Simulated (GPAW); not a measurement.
# FeO (I4/mmm) in GPAW: equation of state with r2SCAN

Aim: the equation of state of FeO with r2SCAN.

Everything below comes from runs of GPAW 26.7.0. Logs are shortened: lines on timing, memory, paths and dates and some standing lists are left out, and cuts for length are marked. The log counts tension as positive stress, the text compression.

### Step 1. The structure

The structure is tetragonal, space group I4/mmm (No. 139). The conventional cell has a = 3.204 Å, b = 3.204 Å, c = 4.167 Å, α = 90.00°, β = 90.00°, γ = 90.00°. Fe (site symmetry 4/mmm) has 6 O at 2.08 to 2.27 Å as nearest neighbours. Around O (site symmetry 4/mmm) lie 6 Fe at 2.08 to 2.27 Å.

The cell comes from a database or a generator and needn't be the stable form of this composition.

### Step 2. Equation of state, r2SCAN, collinear spin, ferromagnetic start

run.py

```python
from ase import Atoms
from ase.eos import EquationOfState
from ase.io import Trajectory
from ase.units import GPa
from ase.parallel import parprint
from gpaw import GPAW, PW

atoms = Atoms(['Fe', 'O'],
              cell=[[-1.602103413, 1.602103413, 2.08339225],
                    [1.602103413, -1.602103413, 2.08339225],
                    [1.602103413, 1.602103413, -2.08339225]],
              scaled_positions=[[0.0, 0.0, 0.0],
                                [0.5, 0.5, 0.0]],
              pbc=True)
atoms.set_initial_magnetic_moments([3.0, 0.0])

traj = Trajectory('eos.traj', 'w')
volumes, energies = [], []
for x in [0.94, 0.96, 0.98, 1.0, 1.02, 1.04, 1.06]:
    a = atoms.copy()
    a.set_cell(atoms.cell * x**(1 / 3), scale_atoms=True)
    calc = GPAW(mode=PW(800),
                xc='MGGA_X_R2SCAN+MGGA_C_R2SCAN',
                kpts={'size': (8, 8, 8), 'gamma': True},
                occupations={'name': 'fermi-dirac', 'width': 0.05},
                nbands=17,
                convergence={'density': 1e-05, 'energy': 1e-05},
                maxiter=150,
                txt=f'eos-{x:.2f}.txt')
    a.calc = calc
    energies.append(a.get_potential_energy(force_consistent=True))
    volumes.append(a.get_volume())
    p = -a.get_stress()[:3].mean() / GPa
    calc.write(f'eos-{x:.2f}.gpw')
    traj.write(a)
    parprint(f'{x:.2f} {volumes[-1]:10.4f} A^3 {energies[-1]:14.6f} eV {p:9.3f} GPa', flush=True)

v0, e0, B = EquationOfState(volumes, energies, eos='birchmurnaghan').fit()
parprint(f'V0 = {v0:.4f} A^3, E0 = {e0:.6f} eV, B0 = {B / GPa:.2f} GPa')
```

Potentials or basis: GPAW PAW data sets (gpaw-data 1.2.1), pw.

Launch:

```
> OMP_NUM_THREADS=1 mpirun -n 4 gpaw python run.py
```

Log:

```text
__  _  _
 | _ |_)|_||  |
 |__||  | ||/\| - 26.7.0

Input parameters:
  mode=PW(ecut=800.0),
  convergence={'density': 1e-05, 'energy': 1e-05},
  kpts=MonkhorstPack(size=(8, 8, 8), gamma=True),
  maxiter=150,
  nbands=17,
  occupations=Occupations(name='fermi-dirac', width=0.05),
  xc=XC(name='MGGA_X_R2SCAN+MGGA_C_R2SCAN')

Diagonalizing LCAO Hamiltonian
Converting LCAO to pw mode

       O

       Fe

Atoms  # Å, Bohr magnetons
|   | symbol |        x |        y |        z |    initial magnetic moments |
|---|--------|----------|----------|----------|-----------------------------|
| 0 |     Fe | 0.000000 | 0.000000 | 0.000000 | ( 0.0000,  0.0000,  3.0000) |
| 1 |      O | 0.000000 | 0.000000 | 2.040862 | ( 0.0000,  0.0000,  0.0000) |

Unit cell  # Å
| periodic |         x |         y |         z |  lengths |     angles |
|----------|-----------|-----------|-----------|----------|------------|
|      yes | -1.569398 |  1.569398 |  2.040862 | 3.015152 | 117.267883 |
|      yes |  1.569398 | -1.569398 |  2.040862 | 3.015152 | 117.267883 |
|      yes |  1.569398 |  1.569398 | -2.040862 | 3.015152 |  94.801117 |

Number of symmetries: 16
Symmetry operations  # r_c * U_cc + t_c -> r_c
|    | kind |            matrix            |
|----|------|------------------------------|
|  0 |  σ   |  1, 1, 1,  0, 0,-1,  0,-1, 0 |
|  1 |  C4  |  1, 1, 1,  0, 0,-1, -1, 0, 0 |
|  2 |  E   |  1, 0, 0,  0, 1, 0,  0, 0, 1 |
|  3 |  σ   |  1, 0, 0,  0, 1, 0, -1,-1,-1 |
|  4 |  σ   |  0, 1, 0,  1, 0, 0,  0, 0, 1 |
|  5 |  C2  |  0, 1, 0,  1, 0, 0, -1,-1,-1 |
|  6 |  C2  |  0, 0, 1, -1,-1,-1,  1, 0, 0 |
|  7 |  S4  |  0, 0, 1, -1,-1,-1,  0, 1, 0 |
|  8 |  C4  |  0, 0,-1,  1, 1, 1,  0,-1, 0 |
|  9 |  σ   |  0, 0,-1,  1, 1, 1, -1, 0, 0 |
| 10 |  σ   |  0,-1, 0, -1, 0, 0,  1, 1, 1 |
| 11 |  C2  |  0,-1, 0, -1, 0, 0,  0, 0,-1 |
| 12 |  C2  | -1, 0, 0,  0,-1, 0,  1, 1, 1 |
| 13 |  i   | -1, 0, 0,  0,-1, 0,  0, 0,-1 |
| 14 |  S4  | -1,-1,-1,  0, 0, 1,  1, 0, 0 |
| 15 |  C2  | -1,-1,-1,  0, 0, 1,  0, 1, 0 |

BZ-sampling:
  Number of BZ points: 512
  Number of IBZ points: 59

  Monkhorst-Pack size: [8, 8, 8]
  Monkhorst-Pack shift: [0.0625, 0.0625, 0.0625]

K-points  # in reciprocal-cell coordinates
|     |                                coordinates |     weight |
|-----|--------------------------------------------|------------|
|   0 | (  0.00000000,   0.00000000,   0.00000000) | 0.00195312 |
|   1 | (  0.12500000,  -0.12500000,   0.00000000) | 0.00781250 |
|   2 | (  0.12500000,  -0.12500000,   0.12500000) | 0.00781250 |
|   3 | (  0.12500000,   0.00000000,   0.00000000) | 0.01562500 |
|   4 | (  0.12500000,   0.12500000,  -0.12500000) | 0.00390625 |
|   5 | (  0.25000000,  -0.25000000,   0.00000000) | 0.00781250 |
|   6 | (  0.25000000,  -0.25000000,   0.12500000) | 0.01562500 |
|   7 | (  0.25000000,  -0.25000000,   0.25000000) | 0.00781250 |
|   8 | (  0.25000000,  -0.12500000,   0.00000000) | 0.03125000 |
|   9 | (  0.25000000,  -0.12500000,   0.12500000) | 0.01562500 |
| ... |                                            |            |
|  58 | (  0.50000000,   0.50000000,   0.50000000) | 0.00195312 |

Plane wave coefficients: 1050
Cutoff: 800.0 eV

Spin-components: 2 (collinear spins)
Bands:           17
Projectors:      11
Spin-degeneracy: 1
Datatype:        complex128

Parallelization:
  kpt:    4
  domain: 1
  band:   1

Density:
  Valence electrons: 14.0
  Components: 2
  Grid points: [20 20 20]
  Charge: 0.0  # |e|

Potential:
  Grid points: [20 20 20]

species:
  Fe:
    name:    Iron
    Z:       26.0
    valence: 8
    core:    18
    charge:  0.0  # [|e|]
    compensation charges:
      type: gauss
      rc: 0.33  # [Å]
      lmax: 2
    cutoffs:
      filter: 2.06  # [Å]
      core: 2.67  # [Å]
    projectors
    | kind |    occ | energy [eV] | rcut [Å] |
    |------|--------|-------------|----------|
    |   4s |  2.000 |      -5.291 |    1.164 |
    |   4p |  0.000 |      -1.326 |    1.058 |
    |   3d |  6.000 |      -7.505 |    1.058 |
    |    s |        |      21.920 |    1.164 |
    |    p |        |      25.885 |    1.058 |
    |    d |        |      19.706 |    1.058 |

    Using partial waves for Fe as LCAO basis

  O:
    name:    Oxygen
    Z:       8.0
    valence: 6
    core:    2
    charge:  0.0  # [|e|]
    compensation charges:
      type: gauss
      rc: 0.21  # [Å]
      lmax: 2
    cutoffs:
      filter: 1.17  # [Å]
      core: 0.83  # [Å]
    projectors
    | kind |    occ | energy [eV] | rcut [Å] |
    |------|--------|-------------|----------|
    |   2s |  2.000 |     -23.961 |    0.688 |
    |   2p |  4.000 |      -9.029 |    0.598 |
    |    s |        |       3.251 |    0.688 |
    |    p |        |      18.182 |    0.598 |
    |    d |        |       0.000 |    0.619 |

    Using partial waves for O as LCAO basis

Reference energy: -36660.306901  # eV

eigensolver:
  PPCG
  Converge bands: occupied
  niter=2

density mixing:
  MSR1-Mixer
  Pratt-step length: 0.05
  Maximum mixing coefficient: 0.75
  Old densities: 10
  SVD Regularization: 0.005
  Good broyden scale: 1.0
  Trust region scale: 1.0
  Backstep threshold: 4.0
  History deletion threshold: 6.0
  Fourier metric: weight=20.0, sigma=0.015

occupation numbers:
  Fermi-Dirac:
    width: 0.0500  # eV

poisson solver:
  ecut: 6400.0  # eV

xc functional:
  name: MGGA_X_R2SCAN+MGGA_C_R2SCAN with 2 nearest neighbor stencil

convergence criteria:
- Maximum integral of absolute [dens]ity change: 1e-05 electrons / valence electron
- Maximum [total energy] change in last 3 cyles: 1e-05 eV / valence electron
- Maximum integral of absolute [eigenst]ate change: 4e-08 eV^2 / valence electron
maximum number of iterations: 150

SCF iterations
|iter     | |      energy | eigst |  dens |  magmom |
|---------|-|-------------|-------|-------|---------|
|iter:   1| |  -25.648681 | +0.04 |       |  +3.0024|
|iter:   2| |  -22.951084 | -1.11 | -0.73 |  +3.0546|
|iter:   3| |  -23.506370 | -1.02 | -0.73 |  +3.5647|
|iter:   4| |  -23.001513 | -1.55 | -0.98 |  +3.7330|
|iter:   5| |  -23.005317 | -2.35 | -1.37 |  +3.8779|
|iter:   6| |  -23.012209 | -2.93 | -1.76 |  +3.9962|
|iter:   7| |  -23.012929 | -4.24 | -2.41 |  +4.0005|
|iter:   8| |  -23.013501 | -4.30 | -2.73 |  +4.0053|
|iter:   9| |  -23.013533 | -4.22 | -2.86 |  +4.0041|
|iter:  10| |  -23.013536c| -5.75 | -3.35 |  +4.0030|
|iter:  11| |  -23.013555c| -6.59 | -3.86 |  +4.0029|
|iter:  12| |  -23.013556c| -7.84c| -4.57 |  +4.0029|
|iter:  13| |  -23.013553c| -7.70c| -5.02c|  +4.0029|

Converged in 13 steps
Energy contributions relative to reference atoms: (reference = -36660.306901)

Energy contributions:
  Kinetic:          32.284433
  Coulomb:         -27.812536
  Zero:              0.169464
  External:          0.000000
  Xc:              -27.649153
  Entropy:          -0.011524
  Spinorbit:         0.000000
  ----------------------------
  Free energy:     -23.019315
  Extrapolated:    -23.013553

dipole moment: (-8.159066, -8.159066, 0.852506)  # |e|*Ang

Total magnetic moment: (0.000000, 0.000000, 4.002897)

Local magnetic moments
|        x |        y |        z |
|----------|----------|----------|
| 0.000000 | 0.000000 | 3.601160 |  # Fe   0
| 0.000000 | 0.000000 | 0.230002 |  # O    1

Fermi level: 9.558
Eigenvalues  # (at kpt = [0.000, 0.000, 0.000])
| band index |      eig [eV] | occ [0-1] |      eig [eV] | occ [0-1] |
|------------|---------------|-----------|---------------|-----------|
|          0 |       -12.877 |     1.000 |       -12.338 |     1.000 |
|          1 |         4.560 |     1.000 |         5.324 |     1.000 |
|          2 |         4.560 |     1.000 |         5.689 |     1.000 |
|          3 |         4.757 |     1.000 |         5.689 |     1.000 |
|          4 |         4.767 |     1.000 |         8.856 |     1.000 |
|          5 |         4.844 |     1.000 |         8.864 |     1.000 |
[... 9 lines left out ...]
|         15 |        29.266 |     0.000 |        31.340 |     0.000 |
|         16 |        31.928 |     0.000 |        33.453 |     0.000 |

No gap
No difference between direct/indirect transitions

Stress tensor  # eV/Ang^3
|        x |        y |         z |
|----------|----------|-----------|
| 0.037240 | 0.000000 |  0.000000 |
| 0.000000 | 0.037240 |  0.000000 |
| 0.000000 | 0.000000 | -0.027495 |

# Writing to eos-0.94.gpw (mode='')
```

Wall time 5.1 min (4 MPI ranks of Arm Neoverse V2, shared host); peak memory 0.63 GiB.

What came out:

```yaml
Equilibrium_volume: "9.97 Å³/atom (rough: see the caveat)"
Bulk_modulus_at_fixed_shape_and_positions: 211 GPa (rough)
```

Energy against volume, from the lowest point:
```
volume (Å³/atom)  energy (meV/atom)
          10.053               0.00
          10.267               4.96
          10.481              14.63
          10.695              28.40
          10.909              45.84
          11.123              66.34
          11.337              88.98
```

Caveat: the minimum lies outside the volumes run; the cell was scaled at fixed shape and fractional positions, which overstates the stiffness of a crystal with free parameters, most of all of layers and chains; the PAW data sets were made with another functional, which shifts forces and pressure a little.
